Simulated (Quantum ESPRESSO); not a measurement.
**TiSi2 under changes of volume**

One of the cells (14.179 Å³/atom); the others are scaled copies at fixed shape and fractional positions:

```
Ti Si
1.0
     1.76511   -6.75928    0.00000
     1.76511    6.75928    0.00000
     0.00000    0.00000    3.56517
Ti Si
2 4
Direct
  0.10312 0.89688 0.25000
  0.89688 0.10312 0.75000
  0.75031 0.24969 0.25000
  0.24969 0.75031 0.75000
  0.44175 0.55825 0.25000
  0.55825 0.44175 0.75000
```

The cell comes from a database or a generator and needn't be the stable form of this composition.

| Item | Value |
| --- | --- |
| Program | Quantum ESPRESSO 7.5 |
| Functional | PBEsol |
| Potentials or basis | GBRV 1.5 PBEsol |
| Cutoff | 612 eV |
| Density cutoff | 4898 eV |
| k mesh | 8 × 8 × 8 |
| Occupations | fermi-dirac, width 0.05 eV |
| Spin | no spin polarisation |

```csv
volume (Å³/atom),energy over the lowest point (meV/atom),pressure (GPa)
13.328,14.36,7.6
13.611,4.13,4.0
13.895,0.00,0.7
14.179,1.37,-2.2
14.462,?,?
14.746,18.47,-7.2
15.029,33.24,-9.4
```

Question: What does the run at 14.462 Å³/atom give?

Answer: Energy over the lowest point 7.70 meV/atom; pressure -4.9 GPa.

Worked out: A Birch-Murnaghan fit of order 3 (a polynomial in V^(-2/3)) to the other rows has its minimum at 13.96 Å³/atom with B0 = V·E''(V) = 149 GPa and B' = 4.2 at fixed shape and positions, which overstates the stiffness. It gives 7.68 meV/atom at 14.462 Å³/atom, against the run's 7.70, and -dE/dV = -4.9 GPa, against -4.9.

Energies are extrapolated to zero smearing.
